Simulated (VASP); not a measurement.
# W (Im-3m) in VASP: a series of runs

One crystal, W, is run at these levels: PBE; tasks: relaxation of cell and atoms.

Program: VASP 6.6.1. These are calculated values, not measurements. Logs are shortened: lines on timing, memory, paths and dates and some standing lists are left out, and cuts for length are marked.

**1. The structure**

The structure is cubic, space group Im-3m (No. 229). Conventional cell: a = 3.165 Å, b = 3.165 Å, c = 3.165 Å, α = 90.00°, β = 90.00°, γ = 90.00°. Around W (site symmetry m-3m) lie 8 W at 2.74 Å.

**2. Relaxation of cell and atoms, PBE, collinear spin, ferromagnetic start**

The input, INCAR:

```
  PREC = Accurate
  ENCUT = 520
  EDIFF = 1E-7
  ISMEAR = 0
  SIGMA = 0.1
  LREAL = F
  LASPH = T
  NELM = 100
  ALGO = Normal
  ISIF = 3
  LWAVE = F
  LCHARG = F
  ISPIN = 2
  MAGMOM = 1
  LORBIT = 11
  LMAXMIX = 4
  GGA = PE
  IBRION = 2
  NSW = 80
  EDIFFG = -0.002
```

The input, KPOINTS:

```
Automatic mesh
0
Gamma
  18 18 18
```

The input, POSCAR:

```
W
1.0
   -1.5823450000      1.5823450000      1.5823450000
    1.5823450000     -1.5823450000      1.5823450000
    1.5823450000      1.5823450000     -1.5823450000
W
1
Direct
    0.0000000000      0.0000000000      0.0000000000
```

Potentials or basis: VASP PAW PBE potentials, release 64 (W_sv).

Run with:

```bash
$ cat potpaw_PBE.64/W_sv/POTCAR > POTCAR
$ mpirun -np 1 vasp_std > vasp.out
```

OUTCAR:

```text
PREC = Accurate
   ENCUT = 520
   EDIFF = 1E-7
   ISMEAR = 0
   LREAL = F
   LASPH = T
   NELM = 100
   ISIF = 3
   ISPIN = 2
   LORBIT = 11
   GGA = PE
   IBRION = 2
   NSW = 80
   EDIFFG = -0.002

 ion  position               nearest neighbor table
   1  0.000  0.000  0.000-

  LATTYP: Found a body centered cubic cell.
 ALAT       =     3.1646900000

  Lattice vectors:

 A1 = (  -1.5823450000,   1.5823450000,   1.5823450000)
 A2 = (   1.5823450000,  -1.5823450000,   1.5823450000)
 A3 = (   1.5823450000,   1.5823450000,  -1.5823450000)

Analysis of symmetry for initial positions (statically):
=====================================================================
 Subroutine PRICEL returns:
 Original cell was already a primitive cell.

 Routine SETGRP: Setting up the symmetry group for a
 body centered cubic supercell.

 Subroutine GETGRP returns: Found 48 space group operations
 (whereof 48 operations were pure point group operations)
 out of a pool of 48 trial point group operations.

The static configuration has the point symmetry O_h .

Analysis of symmetry for dynamics (positions and initial velocities):
=====================================================================
 Subroutine PRICEL returns:
 Original cell was already a primitive cell.

 Routine SETGRP: Setting up the symmetry group for a
 body centered cubic supercell.

 Subroutine GETGRP returns: Found 48 space group operations
 (whereof 48 operations were pure point group operations)
 out of a pool of 48 trial point group operations.

The dynamic configuration has the point symmetry O_h .

Analysis of structural, dynamic, and magnetic symmetry:
=====================================================================
 Subroutine PRICEL returns:
 Original cell was already a primitive cell.

 Routine SETGRP: Setting up the symmetry group for a
 body centered cubic supercell.

 Subroutine GETGRP returns: Found 48 space group operations
 (whereof 48 operations were pure point group operations)
 out of a pool of 48 trial point group operations.

The overall configuration has the point symmetry O_h .

 Subroutine INISYM returns: Found 48 space group operations
 (whereof 48 operations are pure point group operations),
 and found     1 'primitive' translations

----------------------------------------------------------------------------------------

                                     Primitive cell

  volume of cell :      15.8476

  direct lattice vectors                    reciprocal lattice vectors
    -1.582345000  1.582345000  1.582345000     0.000000000  0.315986716  0.315986716
     1.582345000 -1.582345000  1.582345000     0.315986716  0.000000000  0.315986716
     1.582345000  1.582345000 -1.582345000     0.315986716  0.315986716  0.000000000

  length of vectors
     2.740701935  2.740701935  2.740701935     0.446872699  0.446872699  0.446872699

  position of ions in fractional coordinates (direct lattice)
     0.000000000  0.000000000  0.000000000

  ion indices of the primitive-cell ions
   primitive index   ion index
                 1           1

----------------------------------------------------------------------------------------

 KPOINTS: Automatic mesh

Automatic generation of k-mesh.
 Grid dimensions read from file:
 generate k-points for:   18   18   18

 Generating k-lattice:

  Cartesian coordinates                     Fractional coordinates (reciprocal lattice)
     0.000000000  0.017554818  0.017554818     0.055555556  0.000000000  0.000000000
     0.017554818  0.000000000  0.017554818     0.000000000  0.055555556  0.000000000
     0.017554818  0.017554818  0.000000000     0.000000000  0.000000000  0.055555556

  Length of vectors
     0.024826261  0.024826261  0.024826261

  Shift w.r.t. Gamma in fractional coordinates (k-lattice)
     0.000000000  0.000000000  0.000000000

 Subroutine IBZKPT returns following result:
 ===========================================

 Found    195 irreducible k-points:

 Following reciprocal coordinates:
            Coordinates               Weight
  0.000000  0.000000  0.000000      1.000000
  0.055556  0.000000  0.000000     12.000000
  0.111111  0.000000  0.000000     12.000000
  0.166667  0.000000  0.000000     12.000000
  0.222222  0.000000  0.000000     12.000000
  0.277778  0.000000  0.000000     12.000000
[... 16 lines left out ...]
  0.333333  0.111111 -0.000000     48.000000
  0.388889  0.111111  0.000000     48.000000
 [... further k-points ...]
   k-points           NKPTS =    195   k-points in BZ     NKDIM =    195   number of bands    NBANDS=     12
   number of dos      NEDOS =    301   number of ions     NIONS =      1
   total plane-waves  NPLWV =   8000
   dimension x,y,z NGX =    20 NGY =   20 NGZ =   20
   dimension x,y,z NGXF=    40 NGYF=   40 NGZF=   40
   ions per type =               1
   NGX,Y,Z   is equivalent  to a cutoff of  12.13, 12.13, 12.13 a.u.
   NGXF,Y,Z  is equivalent  to a cutoff of  24.26, 24.26, 24.26 a.u.
 SYSTEM =  unknown system
   PREC   = accura    normal or accurate (medium, high low for compatibility)
   ISTART =      0    job   : 0-new  1-cont  2-samecut
   ICHARG =      2    charge: 1-file 2-atom 10-const
   ISPIN  =      2    spin polarized calculation?
   LNONCOLLINEAR =      F non collinear calculations
   LSORBIT =      F    spin-orbit coupling
   LASPH  =      T    aspherical Exc in radial PAW
   ENCUT  =  520.0 eV  38.22 Ry    6.18 a.u.   5.10  5.10  5.10*2*pi/ulx,y,z
   NELM   =    100;   NELMIN=  2; NELMDL= -5     # of ELM steps
   EDIFF  = 0.1E-06   stopping-criterion for ELM
   LREAL  =      F    real-space projection
   EDIFFG = -.2E-02   stopping-criterion for IOM
   NSW    =     80    number of steps for IOM
   IBRION =      2    ionic relax: 0-MD 1-quasi-New 2-CG
   NFREE  =      1    steps in history (QN), initial steepest desc. (CG)
   ISIF   =      3    stress and relaxation
   ISYM   =      2    0-nonsym 1-usesym 2-fastsym
   POTIM  = 0.5000    time-step for ionic-motion
   TEBEG  =    0.0;   TEEND  =   0.0 temperature during run
   PSTRESS=    0.0 pullay stress
   NELECT =      14.0000    total number of electrons
   NUPDOWN=      -1.0000    fix difference up-down
   EMIN   =  10.00;   EMAX   =-10.00  energy-range for DOS
   EFERMI =   0.00;   METHOD = LEGACY
   ISMEAR =     0;   SIGMA  =   0.10  broadening in eV -4-tet -1-fermi 0-gaus
   EFERMI_NEDOS =   21; number of points for ismear=-14 and -15
   IALGO  =     38    algorithm
   IMIX   =      4    mixing-type and parameters
     AMIX     =   0.40;   BMIX     =  1.00
     AMIX_MAG =   1.60;   BMIX_MAG =  1.00
  volume/ion in A,a.u.               =      15.85       106.94
  Fermi-wavevector in a.u.,A,eV,Ry     =   1.570832  2.968442 33.572544  2.467512
  Thomas-Fermi vector in A             =   2.672506
   LORBIT       =     11    0 simple, 1 ext, 2 COOP (PROOUT), +10 PAW based schemes
   GGA     = PE    functional components
   LHFCALC =     F    Hartree Fock is set to
   AEXX    =    0.0000 exact exchange contribution
   IVDW    =     0    specifies the selected vdW correction
   LEPSILON=     F    determine dielectric tensor
   LRPA    =     F    only Hartree local field effects (RPA)
 conjugate gradient relaxation of ions
 spin polarized calculation
 Gauss-broadening in eV      SIGMA  =   0.10
  energy-cutoff  :      520.00
  volume of cell :       15.85
 maximum number of plane-waves:       440
   NGX = 11   NGY = 11   NGZ = 11

--------------------------------------- Ionic step        1  -------------------------------------------

 number of electron      14.0000004 magnetization       0.0000496

 number of electron      14.0000004 magnetization      -0.0000264

 Free energy of the ion-electron system (eV)
  ---------------------------------------------------
  ext. energy  EPLUGINS =         0.00000000
  ---------------------------------------------------
  free energy    TOTEN  =       -12.94507093 eV

  energy without entropy =      -12.94160202  energy(sigma->0) =      -12.94333647

------------------------ aborting loop because EDIFF is reached ----------------------------------------

  FORCE on cell =-STRESS in cart. coord.  units (eV):
  Direction    XX          YY          ZZ          XY          YZ          ZX
  --------------------------------------------------------------------------------------
  -------------------------------------------------------------------------------------
  Total        0.6157617      0.6157617      0.6157617      0.0000000      0.0000000     -0.0000000
  in kB       62.2529235     62.2529235     62.2529235      0.0000000      0.0000000     -0.0000000
  external PRESSURE =      62.2529235 kB  Pullay stress =       0.0000000 kB

 VOLUME and BASIS-vectors are now :
 -----------------------------------------------------------------------------
  energy-cutoff  :      520.00
  volume of cell :       15.85
      direct lattice vectors                 reciprocal lattice vectors
    -1.582345000  1.582345000  1.582345000     0.000000000  0.315986716  0.315986716
     1.582345000 -1.582345000  1.582345000     0.315986716  0.000000000  0.315986716
     1.582345000  1.582345000 -1.582345000     0.315986716  0.315986716  0.000000000
[... 81 lines left out ...]
  FREE ENERGIE OF THE ION-ELECTRON SYSTEM (eV)
  ---------------------------------------------------
  free  energy   TOTEN  =       -12.9509900510 eV

  energy  without entropy=      -12.9474041442  energy(sigma->0) =      -12.94919710

--------------------------------------- Ionic step        4  -------------------------------------------

 number of electron      14.0000000 magnetization      -0.0000009

 number of electron      14.0000000 magnetization       0.0000002

 Free energy of the ion-electron system (eV)
  ---------------------------------------------------
  ext. energy  EPLUGINS =         0.00000000
  ---------------------------------------------------
  free energy    TOTEN  =       -12.95099584 eV

  energy without entropy =      -12.94741336  energy(sigma->0) =      -12.94920460

 E-fermi :  11.1658     XC(G=0): -13.5314

 val. band max:       11.1616221247   @ k =  -0.2778   0.3333   0.2222
 cond. band min:      11.1780314366   @ k =   0.5000   0.5000   0.2222
 fundamental gap:      0.0164093119
 Fermi energy:        11.1657928771

 spin component 1

 k-point     1 :       0.0000    0.0000    0.0000
  band No.  band energies     occupation
      1     -63.0371      1.00000
      2     -26.6271      1.00000
      3     -26.6271      1.00000
      4     -26.6271      1.00000
      5       1.6365      1.00000
      6       9.9723      1.00000
      7       9.9723      1.00000
      8       9.9723      1.00000
      9      13.3851      0.00000
     10      13.3851      0.00000
     11      25.6395      0.00000
     12      25.6395      0.00000

 k-point     2 :       0.0556    0.0000    0.0000
  band No.  band energies     occupation
      1     -63.0334      1.00000
      2     -26.6664      1.00000
      3     -26.6394      1.00000
      4     -26.6272      1.00000
      5       1.7829      1.00000
      6       9.8832      1.00000
      7       9.9526      1.00000
      8      10.1130      1.00000
      9      13.2420      0.00000
     10      13.3860      0.00000
     11      25.7645      0.00000
     12      25.8889      0.00000
[... 316 lines left out ...]
 k-point    24 :       0.3889    0.1111    0.0000
  band No.  band energies     occupation
      1     -62.9139      1.00000
      2     -27.7608      1.00000
      3     -27.0537      1.00000
      4     -26.6866      1.00000
      5       5.4420      1.00000
      6       7.8396      1.00000
      7      10.5513      1.00000
      8      13.1507      0.00000
      9      14.4418      0.00000
     10      17.4284      0.00000
     11      21.8194      0.00000
     12      23.6351      0.00000

 [... further k-points ...]

 spin component 2

 k-point     1 :       0.0000    0.0000    0.0000
  band No.  band energies     occupation
      1     -63.0371      1.00000
      2     -26.6271      1.00000
      3     -26.6271      1.00000
      4     -26.6270      1.00000
      5       1.6365      1.00000
      6       9.9723      1.00000
      7       9.9723      1.00000
      8       9.9723      1.00000
      9      13.3851      0.00000
     10      13.3851      0.00000
     11      25.6395      0.00000
     12      25.6395      0.00000

 k-point     2 :       0.0556    0.0000    0.0000
  band No.  band energies     occupation
      1     -63.0334      1.00000
      2     -26.6664      1.00000
      3     -26.6394      1.00000
      4     -26.6272      1.00000
      5       1.7829      1.00000
      6       9.8832      1.00000
      7       9.9526      1.00000
      8      10.1130      1.00000
      9      13.2420      0.00000
     10      13.3860      0.00000
     11      25.7645      0.00000
     12      25.8889      0.00000
[... 352 lines left out ...]
 POSITION                                       TOTAL-FORCE (eV/Angst)
 -----------------------------------------------------------------------------------
      0.00000      0.00000      0.00000        -0.000000     -0.000000      0.000000
 -----------------------------------------------------------------------------------
    total drift:                                0.000000     -0.000000      0.000000

  FREE ENERGIE OF THE ION-ELECTRON SYSTEM (eV)
  ---------------------------------------------------
  free  energy   TOTEN  =       -12.9509958429 eV

  energy  without entropy=      -12.9474133608  energy(sigma->0) =      -12.94920460

 reached required accuracy - stopping structural energy minimisation

 total charge

# of ion       s       p       d       tot
------------------------------------------
    1        2.397   6.331   3.326  12.054

 magnetization (x)

# of ion       s       p       d       tot
------------------------------------------
    1       -0.000   0.000   0.000   0.000
```

Run time: 1.8 min. Hardware: 1 thread of AMD EPYC 7R13 (Zen 3), shared host; peak memory 0.15 GiB.

Results:

* Free energy: -12.9510 eV
* Relaxed volume: 16.16 Å³/atom
* Relaxed cell: a = 2.759 Å, b = 2.759 Å, c = 2.759 Å, α = 109.47°, β = 109.47°, γ = 109.47°
* Space group after relaxing (to 0.05 Å): Im-3m (No. 229)
* Energy gained by relaxing: 5.9 meV/atom
* Ionic steps: 4
* Pressure after relaxing: 0.0 GPa
* Band gap on the k mesh: none (metal or under the smearing width)
* Net moment: 0.00 μB per cell
* Valence electrons inside the program's atomic spheres: W 12.05

The path:
| step | energy change (eV) | largest force (eV/Å) | pressure (GPa) | volume (Å³) |
| --- | --- | --- | --- | --- |
| 1 | 0.0000 | 0.0000 | 6.23 | 15.85 |
| 2 | 0.0625 | 0.0000 | -18.02 | 17.30 |
| 3 | -0.0059 | 0.0000 | -0.17 | 16.17 |
| 4 | -0.0059 | 0.0000 | -0.02 | 16.16 |

Final structure:
```
W
1.0
    -1.59266    1.59266    1.59266
     1.59266   -1.59266    1.59266
     1.59266    1.59266   -1.59266
W
1
Direct
  0.00000 0.00000 0.00000
```

Levels at points of the mesh, in eV from the Fermi level:
Spin up:
| k point | band 5 | band 6 | band 7 | band 8 | band 9 | band 10 |
| --- | --- | --- | --- | --- | --- | --- |
| (0.00, 0.00, 0.00) | -9.53 | -1.19 | -1.19 | -1.19 | 2.22 | 2.22 |
| (0.50, 0.00, 0.00) | -6.15 | -3.47 | 0.61 | 2.10 | 3.06 | 5.98 |
| (0.50, 0.50, 0.50) | -5.68 | -5.68 | 5.03 | 5.03 | 5.03 | 8.09 |
Spin down:
```
           k point  band 4  band 5  band 6  band 7  band 8  band 9  band 10  band 11
(0.00, 0.00, 0.00)  -37.79   -9.53   -1.19   -1.19   -1.19    2.22     2.22    14.47
(0.50, 0.00, 0.00)  -37.80   -6.15   -3.47    0.61    2.10    3.06     5.98    10.78
(0.50, 0.50, 0.50)  -38.64   -5.68   -5.68    5.03    5.03    5.03     8.09     8.09
```

**3. Relaxation of cell and atoms, PBE, collinear spin, ferromagnetic start**

This run uses another cell than the first one, of 16.16 Å³/atom, 1.020 times its volume.

INCAR is that of step 2.

KPOINTS is that of step 2.

The input, POSCAR:

```
W                                       
1.0
   -1.5926642640      1.5926642640      1.5926642640
    1.5926642640     -1.5926642640      1.5926642640
    1.5926642640      1.5926642640     -1.5926642640
  W             
     1
Direct
     0.0000000000000000    0.0000000000000000    0.0000000000000000
```

Potentials or basis: VASP PAW PBE potentials, release 64 (W_sv).

Run with:

```bash
$ cat potpaw_PBE.64/W_sv/POTCAR > POTCAR
$ mpirun -np 1 vasp_std > vasp.out
```

It took 68 s on 1 thread of AMD EPYC 7R13 (Zen 3), shared host; peak memory 0.16 GiB.

The run converged. Its results:

| Property | Result |
| --- | --- |
| Free energy | -12.9512 eV |
| Pressure after relaxing | 0.0 GPa |
| Band gap on the k mesh | none (metal or under the smearing width) |
| Net moment | 0.00 μB per cell |
| Valence electrons inside the program's atomic spheres | W 12.05 |

Final structure:
```yaml
crystal:
  lattice:
    - [-1.59266, 1.59266, 1.59266]
    - [1.59266, -1.59266, 1.59266]
    - [1.59266, 1.59266, -1.59266]
  atoms:
    - { symbol: W, position: [0.00000, 0.00000, 0.00000] }
```

Levels at points of the mesh, in eV from the Fermi level:
Spin up:
| k point | band 5 | band 6 | band 7 | band 8 | band 9 | band 10 |
| --- | --- | --- | --- | --- | --- | --- |
| (0.00, 0.00, 0.00) | -9.53 | -1.19 | -1.19 | -1.19 | 2.22 | 2.22 |
| (0.50, 0.00, 0.00) | -6.15 | -3.47 | 0.61 | 2.10 | 3.06 | 5.98 |
| (0.50, 0.50, 0.50) | -5.68 | -5.68 | 5.03 | 5.03 | 5.03 | 8.09 |
Spin down:
```tsv
k point	band 5	band 6	band 7	band 8	band 9	band 10
(0.00, 0.00, 0.00)	-9.53	-1.19	-1.19	-1.19	2.22	2.22
(0.50, 0.00, 0.00)	-6.15	-3.47	0.61	2.10	3.06	5.98
(0.50, 0.50, 0.50)	-5.68	-5.68	5.03	5.03	5.03	8.09
```

Caveat: the relaxation stopped at its first step, so nothing moved. The run has no spin-orbit coupling, so splittings on W are missing.
